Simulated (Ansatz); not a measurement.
**A decomposition energy, worked out: Be2S**

Theory: Ansatz, DFT PBE, scalar-relativistic, plane waves, PAW. All cells share a 420 eV cutoff and Γ-centred k meshes spaced about 0.3 Å⁻¹ or finer (0.25 for metals, 2π included). No spin polarisation.

The zero of energy is the elements' standard structures at the same level; no fitted shifts are applied.

All energies are static (0 K, no zero-point motion). No dispersion correction is applied, so the spacing and binding between layers, chains or molecules are poorly described (Be2S Pnma). The reference form of S is held partly by dispersion forces, which this level lacks.

A trial structure of Be2S (reached from: a cell proposed by chemical analogy; relaxed: space group Pnma (No. 62), a = 3.329 Å, b = 3.238 Å, c = 16.757 Å) has a formation energy of -0.337 eV/atom. At its composition the lowest mixture among the elements and 1 reference phase computed alike (others may be missing) consists of these:

```json
{"phase": "Be (solid)", "source": "element", "ΔE_f (eV/atom)": "0.000"}
{"phase": "BeS (F-43m)", "source": "COD", "ΔE_f (eV/atom)": "-1.070"}
```

Question: Write the balanced decomposition and find its energy per atom, per formula unit and per mole of formula units.

Answer: Balancing Be and S gives Be2S → Be + BeS. The left side holds 3 atoms, and the products take 1/3 (Be) and 2/3 (BeS) of them. The mixture therefore lies at 1/3 × (0.000) + 2/3 × (-1.070) = -0.713 eV/atom. The reaction energy is -0.713 − (-0.337) = -0.376 eV/atom. Times 3 atoms that is -1.128 eV per Be2S, and times 96.485 it is -109 kJ per mole of Be2S. Decomposition is downhill, so the trial structure is unstable against this mixture.
